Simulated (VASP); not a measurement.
Wanted: the native input for a VASP 6.6.1 run.

```yaml
Task: single point
Functional: PBE
Potentials_or_basis: VASP PAW PBE potentials, release 64 (C, H)
Cutoff: 520 eV
k_mesh: 1 × 1 × 1
Occupations: gaussian, width 0.01 eV
Spin: no spin polarisation
Dipole_correction: no
Further_INCAR_settings: ALGO = Normal; EDIFF = 1e-06; NBANDS = 17
```

The structure of C2H6 lies in POSCAR:

```
H3C
1.0
   13.0000000000      0.0000000000      0.0000000000
    0.0000000000     12.0000000000      0.0000000000
    0.0000000000      0.0000000000     12.0000000000
C H
2 6
Direct
    0.4412472180      0.4999996756      0.5000000000
    0.5587527820      0.5000003244      0.5000000000
    0.4103279992      0.5852011720      0.5000000000
    0.4103274992      0.4573993479      0.4262135999
    0.4103274992      0.4573993479      0.5737864001
    0.5896720008      0.4147988280      0.5000000000
    0.5896725008      0.5426006521      0.4262135999
    0.5896725008      0.5426006521      0.5737864001
```

These files were run (other wordings do the same):

INCAR

```
PREC = Accurate
ENCUT = 520
EDIFF = 1E-6
ISMEAR = 0
SIGMA = 0.01
LREAL = False
LASPH = True
NELM = 100
ALGO = Normal
ISIF = 2
LWAVE = False
LCHARG = False
GGA = PE
NBANDS = 17
```

KPOINTS

```
regular mesh
0
Gamma
  1 1 1
```

Potentials or basis: VASP PAW PBE potentials, release 64 (C, H).

Command:

```sh
$ cat potpaw_PBE.64/C/POTCAR potpaw_PBE.64/H/POTCAR > POTCAR
$ mpirun -np 1 vasp_gam > vasp.out
```

Results of the run:

- Largest force: 0.024 eV/Å
- Gap between the frontier levels: 7.55 eV

Wall time 2 min on 1 thread of Intel(R) Xeon(R) Platinum 8488C (Sapphire Rapids), with other jobs on the host, peak memory 1.2 GiB.
